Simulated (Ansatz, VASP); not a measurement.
## Two plane-wave programs on Cu

File INCAR:

```
SYSTEM = Cu
ALGO = Normal
EDIFF = 1E-7
ENCUT = 520
ISIF = 2
ISMEAR = -1
LASPH = .TRUE.
LCHARG = .TRUE.
LELF = .TRUE.
LREAL = .FALSE.
LVHAR = .TRUE.
LWAVE = .FALSE.
NBANDS = 12
NELM = 60
PREC = Accurate
SIGMA = 0.05
```

KPOINTS

```
k-points
0
G
  18 18 18
  0 0 0
```

The input POSCAR:

```
Cu
1.0
    0.0000000000      1.7234122172      1.7234122172
    1.7234122172      0.0000000000      1.7234122172
    1.7234122172      1.7234122172      0.0000000000
Cu
1
Direct
    0.0000000000      0.0000000000      0.0000000000
```

Input for Ansatz:

```yaml
crystal:
  lattice:
    - [0.0, 1.7234122172, 1.7234122172]
    - [1.7234122172, 0.0, 1.7234122172]
    - [1.7234122172, 1.7234122172, 0.0]
  atoms:
    - { symbol: Cu, position: [0.0, 0.0, 0.0] }
kpoints:
  mp_grid: { grid: [18, 18, 18] }
scf:
  occupations: { method: fermi_dirac, width: 0.05 }
hamiltonian:
  xc: lda
  pseudopotentials: { kind: paw }
output:
  forces: true
  stress: true
  eigenvalues: true
  populations: true
```

Change from the starting cell: volume scaled by 0.94, PAW files.

Alike in both runs: task single point; functional LDA; k mesh 18 × 18 × 18; occupations fermi-dirac, width 0.05 eV; no spin polarisation.

|  | VASP | Ansatz |
| --- | --- | --- |
| version | VASP 6.6.1 | Ansatz 0.2.0 |
| potentials or method | VASP PAW LDA potentials, release 64 (Cu) | PAW with Ansatz's default frozen-core files, scalar-relativistic |
| plane-wave cutoff (eV) | 520 | 420 |
| valence electrons in the cell | 11 | 19 |

Ansatz gave:

```
pressure (GPa) : 13.6
```

Task: Estimate VASP's values.

Result: Pressure (GPa): 14.5.

The two sets of potentials don't hold the same shells in valence.
